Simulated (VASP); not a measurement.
# Cu2O (Cuprite): relaxation of cell and atoms with PBE+D3(BJ)

The system is Cu2O (Cuprite).

```
Cu O
1.0
     4.26000    0.00000    0.00000
     0.00000    4.26000    0.00000
     0.00000    0.00000    4.26000
Cu O
4 2
Direct
  0.25000 0.25000 0.25000
  0.25000 0.75000 0.75000
  0.75000 0.75000 0.25000
  0.75000 0.25000 0.75000
  0.00000 0.00000 0.00000
  0.50000 0.50000 0.50000
```

```yaml
Program: VASP 6.6.1
Task: relaxation of cell and atoms
Functional: PBE
Dispersion: D3(BJ)
Potentials_or_basis: VASP PAW PBE potentials, release 64 (Cu, O)
Cutoff: 600 eV
k_mesh: 6 × 6 × 6
Occupations: gaussian, width 0.03 eV
Spin: no spin polarisation
Further_INCAR_settings: ALGO = Normal; EDIFF = 1e-06; IBRION = 2; EDIFFG = -0.01; NSW = 90; ISIF = 3
```

```json
{"Relaxed volume": "12.89 Å³/atom", "Relaxed cell": "a = 4.261 Å, b = 4.261 Å, c = 4.261 Å, α = 90.00°, β = 90.00°, γ = 90.00°", "Space group after relaxing (to 0.05 Å)": "Pn-3m (No. 224)", "Energy gained by relaxing": "0.0 meV/atom", "Ionic steps": "3", "Pressure after relaxing": "0.0 GPa", "Band gap on the k mesh": "0.54 eV, direct", "Dispersion energy per atom": "-0.308 eV"}
```

Final structure:
```
CELL_PARAMETERS angstrom
4.26065 0.00000 0.00000
0.00000 4.26065 0.00000
0.00000 0.00000 4.26065
ATOMIC_POSITIONS crystal
Cu 0.25000 0.25000 0.25000
Cu 0.25000 0.75000 0.75000
Cu 0.75000 0.75000 0.25000
Cu 0.75000 0.25000 0.75000
O 0.00000 0.00000 0.00000
O 0.50000 0.50000 0.50000
```

Levels at points of the mesh, in eV from the valence-band top:
| k point | band 25 | band 26 | band 27 | band 28 | band 29 | band 30 | band 31 | band 32 |
| --- | --- | --- | --- | --- | --- | --- | --- | --- |
| (0.00, 0.00, 0.00) | -1.57 | 0.00 | 0.00 | 0.00 | 0.54 | 1.25 | 1.25 | 7.95 |
| (0.50, 0.00, 0.00) | -1.20 | -1.20 | -0.39 | -0.39 | 2.27 | 2.27 | 4.24 | 4.24 |
| (0.50, 0.50, 0.00) | -1.21 | -1.21 | -0.65 | -0.65 | 1.92 | 1.92 | 3.86 | 3.86 |
| (0.50, 0.50, 0.50) | -0.99 | -0.57 | -0.57 | -0.57 | 2.46 | 2.46 | 2.46 | 4.89 |

Run time: 47 s on 2 MPI ranks on Intel(R) Xeon(R) Platinum 8375C CPU @ 2.90GHz (Ice Lake), with other jobs on the host, peak memory 0.23 GiB a rank.

A k mesh can miss the band edges. A hybrid or GW would open this gap; PBE tends to underestimate it.
